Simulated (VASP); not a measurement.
## TiNi: equation of state with LDA

Crystal: TiNi.

```
CELL_PARAMETERS angstrom
2.72362 0.00000 0.00000
0.00000 2.72362 0.00000
0.00000 0.00000 3.37570
ATOMIC_POSITIONS crystal
Ni 0.00000 0.00000 0.00000
Ti 0.50000 0.50000 0.50000
```

The cell comes from a database or a generator and needn't be the stable form of this composition.

```json
{
 "Program": "VASP 6.6.1",
 "Task": "equation of state",
 "Functional": "LDA",
 "Potentials or basis": "VASP PAW LDA potentials, release 64 (Ni, Ti_sv)",
 "Cutoff": "520 eV",
 "k mesh": "8 × 8 × 8",
 "Occupations": "fermi-dirac, width 0.05 eV",
 "Spin": "collinear spin, ferromagnetic start",
 "Starting moments": "[1.0, 1.0] μB"
}
```

```json
{
  "Equilibrium volume": "12.53 Å³/atom",
  "Bulk modulus at fixed shape and positions": "186 GPa",
  "Pressure derivative of the bulk modulus": "4.2 (rough: it moves with the points fitted)"
}
```

Energy against volume, from the lowest point:
| volume (Å³/atom) | energy (meV/atom) |
| --- | --- |
| 12.020 | 13.17 |
| 12.270 | 3.35 |
| 12.521 | 0.00 |
| 12.771 | 2.50 |
| 13.021 | 10.26 |

All runs of the series together: 2.7 min on 1 thread of Intel(R) Xeon(R) 6975P-C (Granite Rapids) (shared host).

Caveat: the cell was scaled at fixed shape and fractional positions, which overstates the stiffness of a crystal with free parameters, most of all of layers and chains.
